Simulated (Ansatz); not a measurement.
Write the native input for Ansatz 0.2.0 that does the following.

```
Task                : relaxation of cell and atoms
Functional          : RPBE
Potentials or basis : Ansatz PAW
Cutoff              : 420 eV (not typed: the program's choice for these potentials)
k mesh              : 7 × 7 × 7
Occupations         : fermi-dirac, width 0.05 eV
Spin                : no spin polarisation
```

The system is SnTe.

```
CELL_PARAMETERS angstrom
3.90470 0.00000 0.00000
0.00000 3.90470 0.00000
0.00000 0.00000 3.90470
ATOMIC_POSITIONS crystal
Te 0.50000 0.50000 0.50000
Sn 0.00000 0.00000 0.00000
```

Measurements of this composition are mostly on another form, of space group No. 225.

These files were run (other wordings do the same):

input.yaml

```yaml
crystal:
  lattice:
    - [3.9047, 0.0, 0.0]
    - [0.0, 3.9047, 0.0]
    - [0.0, 0.0, 3.9047]
  atoms:
    - { symbol: Te, position: [0.5, 0.5, 0.5] }
    - { symbol: Sn, position: [0.0, 0.0, 0.0] }
hamiltonian:
  xc: rpbe
  pseudopotentials: { kind: paw }
kpoints:
  mp_grid: { grid: [7, 7, 7] }
scf:
  occupations: { method: fermi_dirac, width: 0.05 }
output:
  forces: true
  stress: true
  eigenvalues: true
  write_density: true
  write_potential: true
  elf: true
  volumetric_format: npy
relax:
  f_tol: 0.01
  max_steps: 40
  cell: { stress_tol: 0.05 }
```

Potentials or basis: Ansatz PAW.

The run is started by

```bash
$ ansatz run input.yaml --threads 2 --pin off --max-ram 5632MiB --backend cpu --events-out ev --progress --plain --runs-dir out
```

It gave:

| Quantity | Value |
| --- | --- |
| Relaxed volume | 30.06 Å³/atom |
| Relaxed cell | a = 3.918 Å, b = 3.918 Å, c = 3.918 Å, α = 90.00°, β = 90.00°, γ = 90.00° |
| Space group after relaxing (to 0.05 Å) | Pm-3m (No. 221) |
| Energy gained by relaxing | 0.3 meV/atom |
| Ionic steps | 4 |
| Pressure after relaxing | 0.0 GPa |
| Band gap on the k mesh | none (metal or under the smearing width) |

Caveat: the plane-wave basis is chosen anew once the cell has moved, so the energies of steps on either side of that aren't comparable; the PAW data sets come from PBE, with cores solved anew for the run's functional, which leaves a small shift of forces and pressure.

It took 3.2 s on 2 threads of Arm Neoverse V2, with other jobs on the host, peak memory 0.34 GiB.
